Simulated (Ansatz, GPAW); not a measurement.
This is a calculation of Hf (Hafnium) for GPAW 26.7.0 (ASE script). 

run.py

```python
from ase.dft.bandgap import bandgap
from ase.io import read, write
from ase.units import GPa
from gpaw import GPAW, PW

atoms = read('POSCAR')

calc = GPAW(mode=PW(600),
            xc='PBE',
            kpts={'size': (10, 10, 5), 'gamma': True},
            occupations={'name': 'methfessel-paxton', 'order': 0, 'width': 0.023},
            nbands=24,
            convergence={'density': 1e-05, 'energy': 1e-05},
            maxiter=150,
            txt='gpaw.txt')
atoms.calc = calc
energy = atoms.get_potential_energy()
forces = atoms.get_forces()
stress = atoms.get_stress()
calc.write('gs.gpw')
write('result.traj', atoms)
print(f'Energy: {energy:.6f} eV')
print('Forces (eV/A):')
print(forces.round(4))
print('Stress (GPa):', (stress / GPa).round(3))
print('Fermi level:', round(calc.get_fermi_level(), 4), 'eV')
print(f'Gap: {bandgap(calc)[0]:.4f} eV, direct: {bandgap(calc, direct=True)[0]:.4f} eV')
```

The input POSCAR:

```
Hf
1.0
    3.1967000000      0.0000000000      0.0000000000
   -1.5983500000      2.7684234083      0.0000000000
    0.0000000000      0.0000000000      5.0578000000
Hf
2
Direct
    0.6666666667      0.3333333333      0.7500000000
    0.3333333333      0.6666666667      0.2500000000
```

Potentials or basis: GPAW PAW data sets (gpaw-data 1.2.1), pw.

Run with:

```sh
$ OMP_NUM_THREADS=1 python run.py
```

Question: What does the same run look like in Ansatz 0.2.0? Potentials or basis there: Ansatz PAW, cutoff 420 eV.

Answer: As run (cutoffs and basis follow the program's own potentials, and thresholds, step limits or extra output files can differ):

The input input.yaml:

```yaml
crystal:
  lattice:
    - [3.1967, 0.0, 0.0]
    - [-1.59835, 2.7684234083, 0.0]
    - [0.0, 0.0, 5.0578]
  atoms:
    - { symbol: Hf, position: [0.6666666667, 0.3333333333, 0.75] }
    - { symbol: Hf, position: [0.3333333333, 0.6666666667, 0.25] }
hamiltonian:
  xc: pbe
  pseudopotentials: { kind: paw }
kpoints:
  mp_grid: { grid: [10, 10, 5] }
scf:
  occupations: { method: gaussian, width: 0.023 }
output:
  forces: true
  stress: true
  eigenvalues: true
```

Potentials or basis: Ansatz PAW.

Command:

```console
$ ansatz run input.yaml --threads 2 --pin off --max-ram 5632MiB --backend cpu --events-out ev --progress --plain --runs-dir out
```

Both were run:

|  | GPAW | Ansatz |
| --- | --- | --- |
| Pressure | 0.9 GPa | 0.6 GPa |

Ansatz's pressure holds a Pulay term of +0.05 GPa for its cutoff of 420 eV, which the other run lacks.

The potentials hold 24 and 52 valence electrons a cell.

Where Ansatz's input types no cutoff or centring, it takes its own default and a Γ-centred mesh.

Pressure is positive in compression.
